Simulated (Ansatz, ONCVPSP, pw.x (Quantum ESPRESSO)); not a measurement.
C (Z = 6): one change to the ONCV potential, in the atom and in the bcc crystal

C, optimised norm-conserving Vanderbilt (ONCV), made with ONCVPSP 4.0.1.1 (patched build) (PBE, scalar-relativistic). Core [He], reference 2s1 2p3. Waves: 2s: rc 0.90 bohr, ncon 4, nbas 8, qcut 7.7 1/bohr, 2 projectors, debl 2.7 Ha; 2p: rc 3.25 bohr, ncon 4, nbas 7, qcut 4.7 1/bohr, 3 projectors, debl 1.7 Ha; d scattering state at 0.21 Ha: rc 2.50 bohr, ncon 4, nbas 7, qcut 4 1/bohr, 2 projectors, debl 3.3 Ha. Local part: polynomial inside 0.70 bohr (lpopt 5, dvloc0 0 Ha). Core correction: Teter function fitted to the true core (icmod 2), fcfact 0.7.

Change: p: ncon 5, nbas 8.

Cutoffs, loose and tight: the cutoffs (Ha) at which the residual kinetic energy of the hardest occupied pseudo-wave falls to 1 and 0.1 mHa per electron. They do not see the model core or the augmentation charge, which bear on the density cutoff. Test errors are all-electron minus pseudo excitation energies from the reference, over the configurations 2s2 2p2; 2s2 2p1; 2s2 2p0; 2s1 2p0; variants that change the core or the reference have their own tests.

Crystal test: bcc C in pw.x 7.5, no spin, 18³ k-points, Fermi–Dirac smearing 0.01 Ry, cutoffs set for each file from its atomic test. The reference is all-electron LAPW (Ansatz 0.2.0) with the same functional, mesh and smearing; V0 and B0 come from Birch–Murnaghan fits to the pressures at five volumes. Errors are pseudo minus all-electron; Δ is the rms difference of the E(V) curves that follow from these fits, minima aligned, over ±6 % about the mean V0. Mesh and smearing are coarse, so the numbers serve the comparison and aren't converged zero-temperature values; the lattice is a test structure that the element need not adopt.

All-electron: a0 = 2.375 Å (V0 = 6.70 Å³/atom), B0 = 182.8 GPa.

Task: Does the change bring the crystal closer to the all-electron result?

Result: The mean pressure error goes from -25.20 to -11.47 GPa, so the change moves the solid closer to the all-electron pressures. Neither pressure curve crosses zero within the volumes sampled, so no fits are given.

```json
{"quantity": "outcome (atom)", "base": "generated", "changed": "generated"}
{"quantity": "cutoff, loose (atom)", "base": "20 Ha", "changed": "20 Ha"}
{"quantity": "cutoff, tight (atom)", "base": "64 Ha", "changed": "64 Ha"}
{"quantity": "bound ghosts (atom)", "base": "none", "changed": "none"}
{"quantity": "largest test error (meV) (atom)", "base": "+4082", "changed": "+3374"}
{"quantity": "cutoffs in pw.x (Ry)", "base": "150/600", "changed": "150/600"}
{"quantity": "mean pressure error (GPa)", "base": "-25.20", "changed": "-11.47"}
```

Base: The largest radius (3.25 bohr) exceeds half the bond length (1.93 bohr), so the spheres overlap, which is one possible source of error among others. This is a poor potential for the solid. Changed file: The largest radius (3.25 bohr) exceeds half the bond length (1.93 bohr), so the spheres overlap, which is one possible source of error among others. This is a poor potential for the solid.
